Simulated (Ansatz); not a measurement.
Input of an Ansatz 0.2.0 run:

File input.yaml:

```yaml
crystal:
  lattice:
    - [0.0, 1.9465, 1.9465]
    - [1.9465, 0.0, 1.9465]
    - [1.9465, 1.9465, 0.0]
  atoms:
    - { symbol: Pd, position: [0.0, 0.0, 0.0] }
hamiltonian:
  xc: lda
  pseudopotentials: { kind: paw_fr }
magnetization:
  noncollinear: true
  spin_orbit: true
kpoints:
  mp_grid: { grid: [12, 12, 12] }
  band_path:
    path:
      - [[0.0, 0.0, 0.0], [0.5, 0.0, 0.5], [0.5, 0.25, 0.75], [0.375, 0.375, 0.75], [0.0, 0.0, 0.0], [0.5, 0.5, 0.5], [0.625, 0.25, 0.625], [0.5, 0.25, 0.75], [0.5, 0.5, 0.5], [0.375, 0.375, 0.75]]
      - [[0.625, 0.25, 0.625], [0.5, 0.0, 0.5]]
    npoints: 14
scf:
  occupations: { method: fermi_dirac, width: 0.05 }
  n_extra_bands: 6
output:
  forces: true
  stress: true
  eigenvalues: true
  fatbands: true
```

Potentials or basis: Ansatz PAW.

Launch:

```sh
$ ansatz run input.yaml --threads 2 --pin off --max-ram 5120MiB --backend cpu --events-out ev --progress --plain --runs-dir out
```

Problem. What does it give for the pressure?

Solution. -8.6 GPa.

Problem. Predict the band gap on the k mesh.

Solution. None (metal or under the smearing width).

Levels at the corners of the path, in eV from the Fermi level:
```
point  band 16  band 17  band 18  band 19  band 20  band 21
    Γ    -2.68    -1.19    -1.19    -1.19    -1.19    17.00
    X     0.18     0.47     0.47     3.23     3.23    10.65
    W    -1.31     0.31     0.31     8.62     8.62     9.01
    K    -0.95    -0.14    -0.14     7.02     7.02     7.98
    Γ    -2.68    -1.19    -1.19    -1.19    -1.19    17.00
    L    -0.11     0.09     0.09     0.93     0.93     7.21
    U    -0.95    -0.14    -0.14     7.02     7.02     7.98
    W    -1.31     0.31     0.31     8.62     8.62     9.01
    L    -0.11     0.09     0.09     0.93     0.93     7.21
    K    -0.95    -0.14    -0.14     7.02     7.02     7.98
    U    -0.95    -0.14    -0.14     7.02     7.02     7.98
    X     0.18     0.47     0.47     3.23     3.23    10.65
```

Caveat: the PAW data sets come from PBE, with cores solved anew for the run's functional, which leaves a small shift of forces and pressure.
